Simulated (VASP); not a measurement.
## ZnSe (F-43m): a series in uniaxial stress along [001]

How do the elastic response and the band edges of ZnSe follow uniaxial stress along [001]?

Method: LDA; plane waves and PAW (Zn, Se), in the first sound run; inputs show where later runs differ, in VASP 6.6.1.

## Step 1: Set-up

Symmetry: F-43m, No. 216, cubic system. Conventional cell: a = 5.668 Å, b = 5.668 Å, c = 5.668 Å, α = 90.00°, β = 90.00°, γ = 90.00°. Zn has 4 Se at 2.45 Å nearest. Nearest to Se lie 4 Zn at 2.45 Å. Farther neighbours and most contacts between anions are not listed.

## Step 2: Relax the crystal, LDA

The series starts from the cell that this level prefers, so that zero strain is near zero stress.

This step took 2 runs in a row; the last is shown.

Level: LDA; plane waves and PAW (Zn, Se).

INCAR

```
SYSTEM = ZnSe
PREC = Accurate
ENCUT = 450
EDIFF = 1E-07
NELM = 120
ISMEAR = 0
SIGMA = 0.02
LREAL = .FALSE.
ALGO = Normal
GGA = CA
NBANDS = 15
LASPH = .TRUE.
LORBIT = 11
LWAVE = .FALSE.
LCHARG = .FALSE.
KPAR = 12
IBRION = 2
NSW = 40
ISIF = 3
EDIFFG = -0.005
POTIM = 0.4
```

POSCAR

```
ZnSe
1.0
    0.0000000000      2.7878715487      2.7878715487
    2.7878715487      0.0000000000      2.7878715487
    2.7878715487      2.7878715487      0.0000000000
Zn Se
1 1
Direct
    0.0000000000      0.0000000000      0.0000000000
    0.2500000000      0.2500000000      0.2500000000
```

KPOINTS

```
Automatic mesh
0
Gamma
9 9 9
0 0 0
```

The projector-augmented-wave data sets are Zn and Se (LDA family, release 64).

On the command line:

```
> mpirun -np 12 vasp_std
```

The program printed:

```text
[banner, memory and clock lines left out]
running   12 mpi-ranks, on    1 nodes
[...]
|                                                                             |
|           W    W    AA    RRRRR   N    N  II  N    N   GGGG   !!!           |
|           W    W   A  A   R    R  NN   N  II  NN   N  G    G  !!!           |
|           W    W  A    A  R    R  N N  N  II  N N  N  G       !!!           |
|           W WW W  AAAAAA  RRRRR   N  N N  II  N  N N  G  GGG   !            |
|           WW  WW  A    A  R   R   N   NN  II  N   NN  G    G                |
|           W    W  A    A  R    R  N    N  II  N    N   GGGG   !!!           |
|                                                                             |
|     For optimal performance we recommend to set                             |
|       NCORE = 2 up to number-of-cores-per-socket                            |
|     NCORE specifies how many cores store one orbital (NPAR=cpu/NCORE).      |
|     This setting can greatly improve the performance of VASP for DFT.       |
[...]
DAV:  11    -0.737219246221E+01    0.73456E-05   -0.15887E-05  1582   0.644E-02    0.445E-03
DAV:  12    -0.737219250259E+01   -0.40382E-07   -0.25748E-06  1246   0.119E-02    0.120E-03
DAV:  13    -0.737219252543E+01   -0.22841E-07   -0.85887E-08   826   0.260E-03
   1 F= -.73721925E+01 E0= -.73721925E+01  d E =-.737219E+01
[...]
N       E                     dE             d eps       ncg     rms          rms(c)
DAV:   1    -0.737226729206E+01   -0.74789E-04   -0.82086E-04  1295   0.589E-01    0.600E-02
DAV:   2    -0.737220458422E+01    0.62708E-04   -0.19879E-04  1302   0.390E-01    0.219E-02
DAV:   3    -0.737219692446E+01    0.76598E-05   -0.70831E-06  1177   0.297E-02    0.106E-02
DAV:   4    -0.737219484673E+01    0.20777E-05   -0.12279E-06  1344   0.156E-02    0.400E-03
DAV:   5    -0.737219458860E+01    0.25813E-06   -0.22738E-07   846   0.860E-03    0.361E-04
DAV:   6    -0.737219459501E+01   -0.64101E-08   -0.95845E-08   634   0.347E-03
   2 F= -.73721946E+01 E0= -.73721946E+01  d E =-.206959E-05
 trial-energy change:   -0.000002  1 .order   -0.000003   -0.000006    0.000000
 step:   0.8166(harm=  0.9417)  dis= 0.00000  next Energy=    -7.372195 (dE=-0.211E-05)
 reached required accuracy - stopping structural energy minimisation
```

Run time: 3.8 s. Hardware: 12 MPI ranks of Intel Xeon 6975P-C (Granite Rapids), shared host; peak memory 1.9 GiB; 31 s of CPU time.

Lines that name or quote the potential files are left out of all logs, and their timing lines are given in words.

From OUTCAR (step 2):

```text
  Total        0.0006529      0.0006529      0.0006529      0.0000000     -0.0000000     -0.0000000
  in kB        0.0241522      0.0241522      0.0241522      0.0000000     -0.0000000     -0.0000000
  external PRESSURE =       0.0241522 kB  Pullay stress =       0.0000000 kB

 POSITION                                       TOTAL-FORCE (eV/Angst)
 -----------------------------------------------------------------------------------
      0.00000      2.78730      2.78730         0.000000      0.000000      0.000000
      1.39365      1.39365      1.39365        -0.000000     -0.000000     -0.000000
 -----------------------------------------------------------------------------------
    total drift:                                0.000001      0.000001      0.000001

  FREE ENERGIE OF THE ION-ELECTRON SYSTEM (eV)
  ---------------------------------------------------
  free  energy   TOTEN  =        -7.3721945950 eV

  energy  without entropy=       -7.3721945950  energy(sigma->0) =       -7.37219460

 reached required accuracy - stopping structural energy minimisation

[... 3 further parts left out ...]
[key lines of the parts left out:]
E-fermi :   2.0449
```

This run gave:

```
energy(sigma→0) of the program : -7.3722 eV
stress, compression positive   : xx, yy, zz 0.00, 0.00, 0.00 GPa
volume                         : 43.309 Å³
ionic steps                    : 2
```

## Step 3: Strain across the axis, LDA

One member in full: the axis is strained by -1.5 %, and the two directions across it are strained alike until their mean stress is under 0.012 GPa or five steps are spent.

This step took 3 runs, each at a new trial strain with the atoms of the one before; the last is shown.

Level: LDA; plane waves and PAW (Zn, Se); cell typed or built by script.

Changes to INCAR since step 2:

```diff
@@ -15,7 +15,7 @@
 LCHARG = .FALSE.
-KPAR = 12
-IBRION = 2
-NSW = 40
-ISIF = 3
-EDIFFG = -0.005
-POTIM = 0.4
+KPAR = 3
+IBRION = 1
+NSW = 25
+ISIF = 2
+EDIFFG = -0.004
+POTIM = 0.3
```

POSCAR

```
ZnSe
1.0
    0.0000000000      2.8033854740      2.7454944300
    2.8033854740      0.0000000000      2.7454944300
    2.8033854740      2.8033854740      0.0000000000
Zn Se
1 1
Direct
    0.0000000000      0.0000000000      0.0000000000
    0.2500000000      0.2500000000      0.2500000000
```

KPOINTS is that of step 2.

On the command line:

```
> mpirun -np 3 vasp_std
```

The program printed:

```text
[banner, memory and clock lines left out]
running    3 mpi-ranks, on    1 nodes
[...]
LDA part: xc-table for (Slater(with rela. corr.)+CA(PZ))
 , standard interpolation
 POSCAR, INCAR and KPOINTS ok, starting setup
[...]
entering main loop
       N       E                     dE             d eps       ncg     rms          rms(c)
DAV:   1     0.812891307021E+02    0.81289E+02   -0.82036E+03  2250   0.126E+03
DAV:   2    -0.255395857787E+01   -0.83843E+02   -0.78973E+02  2516   0.247E+02
DAV:   3    -0.763993792456E+01   -0.50860E+01   -0.50657E+01  2663   0.617E+01
DAV:   4    -0.768243036316E+01   -0.42492E-01   -0.42484E-01  2698   0.604E+00
[...]
DAV:  11    -0.737049146395E+01    0.75256E-05   -0.16286E-05  3403   0.652E-02    0.455E-03
DAV:  12    -0.737049149991E+01   -0.35951E-07   -0.26266E-06  2684   0.121E-02    0.122E-03
DAV:  13    -0.737049152280E+01   -0.22899E-07   -0.88202E-08  1839   0.258E-03
   1 F= -.73704915E+01 E0= -.73704915E+01  d E =-.737049E+01
 BRION: g(F)=  0.244E-46 g(S)=  0.000E+00
 reached required accuracy - stopping structural energy minimisation
```

Wall time 8 s (3 MPI ranks); peak memory 0.46 GiB; 18 s of CPU time.

Parts of OUTCAR (step 3):

```text
  Total       -0.0002903     -0.0002903      0.2065006      0.0000000      0.0000000     -0.0000000
  in kB       -0.0107765     -0.0107765      7.6668264      0.0000000      0.0000000     -0.0000000
  external PRESSURE =       2.5484244 kB  Pullay stress =       0.0000000 kB

 POSITION                                       TOTAL-FORCE (eV/Angst)
 -----------------------------------------------------------------------------------
      0.00000      0.00000      0.00000        -0.000000     -0.000000     -0.000000
      1.40169      1.40169      1.37275         0.000000      0.000000      0.000000
 -----------------------------------------------------------------------------------
    total drift:                                0.000000      0.000000      0.000001

  FREE ENERGIE OF THE ION-ELECTRON SYSTEM (eV)
  ---------------------------------------------------
  free  energy   TOTEN  =        -7.3704915228 eV

  energy  without entropy=       -7.3704915228  energy(sigma->0) =       -7.37049152

[... 1 part as in an earlier step ...]

[... 3 further parts left out ...]
[key lines of the parts left out:]
E-fermi :   2.1594
```

Read from the output:

- energy(sigma→0) of the program: -7.3705 eV
- stress, compression positive: xx, yy, zz 0.00, 0.00, 0.77 GPa
- ionic steps: 1

## Step 4: Band edges, TB-mBJ with spin-orbit coupling

Short lines in KPOINTS_OPT sample the zone centre along and across the axis, for masses, and the other valleys.

Level: TB-mBJ, spin-orbit coupling; plane waves and PAW (Zn, Se); cell typed or built by script.

TB-mBJ has no energy functional, so the total energy, stress and pressure in this output mean nothing.

INCAR

```
SYSTEM = ZnSe
PREC = Accurate
ENCUT = 450
EDIFF = 1E-06
NELM = 150
ISMEAR = 0
SIGMA = 0.02
LREAL = .FALSE.
ALGO = Normal
METAGGA = MBJ
LASPH = .TRUE.
LNONCOLLINEAR = .TRUE.
MAGMOM = 0 0 0 0 0 0
NBANDS = 28
GGA_COMPAT = .FALSE.
LSORBIT = .TRUE.
LWAVE = .FALSE.
LCHARG = .FALSE.
KPAR = 3
```

POSCAR is that of step 3.

KPOINTS

```
Automatic mesh
0
Gamma
7 7 7
0 0 0
```

KPOINTS_OPT

```
Line mode
6
Line-mode
Reciprocal
  0.00000000   0.00000000   0.00000000
  0.02184795   0.02184795   0.00000000

  0.00000000   0.00000000   0.00000000
  0.00000000  -0.02230863  -0.02230863

  0.31000000   0.31000000   0.00000000
  0.50000000   0.50000000   0.00000000

  0.00000000   0.31000000   0.31000000
  0.00000000   0.50000000   0.50000000

  0.45000000   0.45000000   0.45000000
  0.50000000   0.50000000   0.50000000

  0.45000000   0.00000000   0.00000000
  0.50000000   0.00000000   0.00000000

  0.42500000   0.42500000   0.00000000
  0.42500000   0.44730863   0.02230863

  0.50000000   0.50000000   0.50000000
  0.48422541   0.51577459   0.50000000
```

On the command line:

```
> mpirun -np 3 vasp_ncl
```

The program printed:

```text
[banner, memory and clock lines left out]
running    3 mpi-ranks, on    1 nodes
[...]
|                                                                             |
|               ----> ADVICE to this user running VASP <----                  |
|                                                                             |
|     You enforced a specific xc type in the INCAR file but a different       |
|     [... a line on the potential file left out ...]
|     I HOPE YOU KNOW WHAT YOU ARE DOING!                                     |
|                                                                             |

 LDA part: xc-table for (None), standard interpolation
 POSCAR, INCAR and KPOINTS ok, starting setup
[...]
entering main loop
       N       E                     dE             d eps       ncg     rms          rms(c)
DAV:   1     0.728294653963E+02    0.72829E+02   -0.75339E+03  3256   0.133E+03
DAV:   2    -0.357496504748E+02   -0.10858E+03   -0.10284E+03  3280   0.300E+02
DAV:   3    -0.464409121834E+02   -0.10691E+02   -0.10565E+02  3844   0.979E+01
DAV:   4    -0.466611032164E+02   -0.22019E+00   -0.21983E+00  3684   0.140E+01
[...]
DAV:  40    -0.441447480787E+02    0.20815E-05   -0.11913E-12  1660   0.127E-05    0.886E-06
DAV:  41    -0.441447461239E+02    0.19548E-05   -0.37517E-12  1660   0.134E-05    0.171E-06
DAV:  42    -0.441447457577E+02    0.36622E-06   -0.41620E-14  1660   0.605E-06
   1 F= -.44144746E+02 E0= -.44144746E+02  d E =-.186259E-32  mag=     0.0000     0.0000     0.0000
 Start KPOINTS_OPT (optional k-point list driver)
k-point batch [1-48\48]
       N       E                     dE             ncg
DAV:   1     0.341898554335E+04   -0.14609E+05     2688
DAV:   2    -0.193055396661E+04   -0.53495E+04     2728
DAV:   3    -0.246931167402E+04   -0.53876E+03     3192
DAV:   4    -0.247932573712E+04   -0.10014E+02     3144
DAV:   5    -0.247937884851E+04   -0.53111E-01     3188
DAV:   6    -0.247937938533E+04   -0.53682E-03     3140
DAV:   7    -0.247937939403E+04   -0.87040E-05     3072
DAV:   8    -0.247937939426E+04   -0.22424E-06     2352
```

Elapsed: 2.6 min, on 3 MPI ranks; peak memory 1.1 GiB.

From OUTCAR (step 4):

```text
  LATTYP: Found a body centered tetragonal cell.
 ALAT       =     3.9645857579
 C/A-ratio  =     1.3850094803

 Subroutine GETGRP returns: Found  8 space group operations
 (whereof  8 operations were pure point group operations)

The static configuration has the point symmetry D_2d.

 Found     58 irreducible k-points:

   k-points           NKPTS =     58   k-points in BZ     NKDIM =     58   number of bands    NBANDS=     28

   dimension x,y,z NGX =    28 NGY =   28 NGZ =   28
   dimension x,y,z NGXF=    56 NGYF=   56 NGZF=   56

   ENCUT  =  450.0 eV  33.07 Ry    5.75 a.u.   6.79  6.79  6.86*2*pi/ulx,y,z

   NELECT =      18.0000    total number of electrons

 E-fermi :   2.8236

 k-point     1 :       0.0000    0.0000    0.0000
  band No.  band energies     occupation
    ...
     14       2.2753      1.00000
     15       2.6108      1.00000
     16       2.6108      1.00000
     17       2.6623      1.00000
     18       2.6623      1.00000
     19       5.4950      0.00000
     20       5.4950      0.00000
     21       9.0885      0.00000
     22       9.0885      0.00000
     23       9.2092      0.00000
    ...

 k-point     2 :       0.1429   -0.0000    0.0000
  band No.  band energies     occupation
    ...
     14       1.2115      1.00000
     15       2.2242      1.00000
     16       2.2302      1.00000
     17       2.4457      1.00000
     18       2.4588      1.00000
     19       6.3664      0.00000
     20       6.3669      0.00000
     21       9.1967      0.00000
     22       9.2136      0.00000
     23       9.4523      0.00000
    ...

  Total      -85.7174921    -85.7174921    -85.3977305      0.0000000      0.0000000     -0.0000000
  in kB    -3182.4664841  -3182.4664841  -3170.5945694      0.0000000      0.0000000     -0.0000000
  external PRESSURE =   -3178.5091792 kB  Pullay stress =       0.0000000 kB

 POSITION                                       TOTAL-FORCE (eV/Angst)
 -----------------------------------------------------------------------------------
      0.00000      0.00000      0.00000         0.000000      0.000000     -0.000000
      1.40169      1.40169      1.37275        -0.000000     -0.000000      0.000000
 -----------------------------------------------------------------------------------
    total drift:                                0.000000      0.000000      0.000001

  FREE ENERGIE OF THE ION-ELECTRON SYSTEM (eV)
  ---------------------------------------------------
  free  energy   TOTEN  =       -44.1447457577 eV

  energy  without entropy=      -44.1447457577  energy(sigma->0) =      -44.14474576

 Spin-Orbit-Coupling matrix elements
 Ion:    1  E_soc:     -0.0079372
 Ion:    2  E_soc:     -0.0337438

[... 1 part as in an earlier step ...]

[... 7 further parts left out ...]
```

## Step 5: Band edges, r2SCAN with spin-orbit coupling

Short lines in KPOINTS_OPT sample the zone centre along and across the axis, for masses, and the other valleys.

Level: r2SCAN, spin-orbit coupling; plane waves and PAW (Zn, Se); cell typed or built by script.

Changes to INCAR since step 4:

```diff
@@ -4,3 +4,3 @@
 EDIFF = 1E-06
-NELM = 150
+NELM = 100
 ISMEAR = 0
@@ -9,3 +9,3 @@
 ALGO = Normal
-METAGGA = MBJ
+METAGGA = R2SCAN
 LASPH = .TRUE.
```

POSCAR is that of step 4.

KPOINTS is that of step 4.

KPOINTS_OPT is that of step 4.

On the command line:

```
> mpirun -np 3 vasp_ncl
```

The program printed:

```text
[banner, memory and clock lines left out]
running    3 mpi-ranks, on    1 nodes
[...]
[... a notice as in an earlier step ...]

 LDA part: xc-table for (None), standard interpolation
 POSCAR, INCAR and KPOINTS ok, starting setup
[...]
entering main loop
       N       E                     dE             d eps       ncg     rms          rms(c)
DAV:   1    -0.169998889881E+03   -0.17000E+03   -0.78966E+03  3256   0.139E+03
DAV:   2    -0.282602479504E+03   -0.11260E+03   -0.10682E+03  3292   0.317E+02
DAV:   3    -0.293910970395E+03   -0.11308E+02   -0.11188E+02  3828   0.102E+02
DAV:   4    -0.294133465196E+03   -0.22249E+00   -0.22214E+00  3688   0.145E+01
[...]
DAV:  14    -0.291374044700E+03   -0.16155E-05   -0.25145E-06  3340   0.154E-02    0.569E-03
DAV:  15    -0.291374043134E+03    0.15662E-05   -0.77743E-07  1732   0.257E-02    0.193E-03
DAV:  16    -0.291374042194E+03    0.93992E-06   -0.35022E-07  1660   0.114E-02
   1 F= -.29137404E+03 E0= -.29137404E+03  d E =-.845422E-33  mag=    -0.0000     0.0000     0.0000
 Start KPOINTS_OPT (optional k-point list driver)
k-point batch [1-48\48]
       N       E                     dE             ncg
DAV:   1     0.273479381433E+04   -0.15293E+05     2688
DAV:   2    -0.275278432420E+04   -0.54876E+04     2744
DAV:   3    -0.331361144377E+04   -0.56083E+03     3204
DAV:   4    -0.332462292431E+04   -0.11011E+02     3156
DAV:   5    -0.332467919155E+04   -0.56267E-01     3004
DAV:   6    -0.332467967612E+04   -0.48457E-03     3100
DAV:   7    -0.332467968191E+04   -0.57890E-05     2788
DAV:   8    -0.332467968207E+04   -0.15333E-06     2340
```

Elapsed: 3.7 min, on 3 MPI ranks; peak memory 1 GiB.

(Part 1 of 2 ends here.)

[Lines on the potential files, build, host, timing and source positions are cut from VASP's logs without a mark.]

[Logs are printed without paths, hosts, clocks, repeated set-up lines and the standing remarks that a program may print on its own settings, such as how far it seeks lower states.]

[Hosts, paths, dates, database ids (printed as entryN), source tags and the programs' standing remarks are cut or masked in the printed files.]

[In band tables of VASP the shares of atoms and orbitals are scaled to a sum of 1 inside the atoms' spheres.]
